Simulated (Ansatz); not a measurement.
## Stress against strain in IrO₂

```yaml
crystal:
  lattice:
    - [4.49900, 0.00000, 0.00000]
    - [0.00000, 4.49900, 0.00000]
    - [0.00000, 0.00000, 3.14600]
  atoms:
    - { symbol: Ir, position: [0.00000, 0.00000, 0.00000] }
    - { symbol: Ir, position: [0.50000, 0.50000, 0.50000] }
    - { symbol: O, position: [0.31100, 0.31100, 0.00000] }
    - { symbol: O, position: [0.18900, 0.81100, 0.50000] }
    - { symbol: O, position: [0.68900, 0.68900, 0.00000] }
    - { symbol: O, position: [0.81100, 0.18900, 0.50000] }
```

Atoms are numbered in the order listed.

The geometry is COD entry 1538153, unchecked; take it as a test cell. It is an old determination, and later ones may differ.

No spin–orbit coupling, which matters for the heavy atoms here.

All numbers below come from Ansatz 0.2.0, DFT, PBEsol, all-electron LAPW, scalar-relativistic.

The runs use a Γ-centred 8×8×11 k mesh, Fermi–Dirac smearing of 0.05 eV, basis error target 0.5 meV/atom, no spin polarisation.

The strain is applied along the Cartesian axes of the cell as listed (the other components stay zero). Fractional coordinates are held (clamped ions).

σ is the change of stress from the unstrained cell, which is at -1.84 GPa; tension is positive, so slopes are stress–strain coefficients at that pressure. In a metal the k mesh adds noise.

Only quantities that a quadratic follows smoothly over the whole series are listed; rougher ones are left out.

```tsv
εzz	σzz (GPa)	σxx (GPa)
-0.0300	-25.75	-6.40
-0.0200	-16.60	-4.04
0.0000	0.00	0.00
0.0100	7.50	1.72
0.0200	14.48	3.27
0.0300	20.96	4.66
```

Task: Fit the series and read off the stiffness at zero strain.

Result: Least-squares fits y = p0 + p1 x + p2 x² to the rows give σzz (GPa): p1 = 778, p2 = -2700; σxx (GPa): p1 = 184, p2 = -960. So C33 = 778 GPa and C13 = 184 GPa, for these axes.

Task: One run, at εzz = -0.0100, is withheld. Predict its row.

Result: The fits give -8.05, -1.94; the run gave -8.03, -1.92.
